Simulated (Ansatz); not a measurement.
ZrS2, DFT, PBEsol, PAW with Ansatz's default frozen-core files, scalar-relativistic (Ansatz 0.2.0), run on 1 thread of Arm Neoverse V2 on a shared host.

The cell is COD entry 5910006, as deposited and not checked against the literature; nothing was relaxed. The listed cell was then made from it by scaling, straining or moving an atom.

Command: `ansatz run input.yaml --threads 1 --pin off --max-ram 4096MiB --backend cpu --events-out ev --progress --plain --runs-dir out`

```yaml
crystal:
  lattice:
    - [3.6420589267, 0.0, 0.0]
    - [-1.8210294633, 3.1541155525, 0.0]
    - [0.0, 0.0, 5.8694353587]
  atoms:
    - { symbol: Zr, position: [0.0, 0.0, 0.0] }
    - { symbol: S, position: [0.3333333333, 0.6666666667, 0.2492] }
    - { symbol: S, position: [0.6666666667, 0.3333333333, 0.7508] }
kpoints:
  mp_grid: { grid: [8, 8, 4] }
scf:
  occupations: { method: fermi_dirac, width: 0.02 }
hamiltonian:
  xc: pbesol
  pseudopotentials: { kind: paw }
output:
  forces: true
  stress: true
  eigenvalues: true
  efg: { contact_densities: true }
```

(1) How large is the problem that the program sets up?

(2) About how long does it take, and how much memory does it use?

(3) And the same cell and mesh by crystal-made all-electron datasets, asked for forces, stress, eigenvalues, efg, on the same hardware?

Results:

(1) 35 irreducible k-points, 1315 plane waves at Γ, 16 bands.

(2) 3.5 s of wall time for 6 SCF iterations, with a peak of 0.38 GiB. Times on shared machines scatter by tens of per cent.

(3) 5.7 s, peak memory 0.44 GiB.
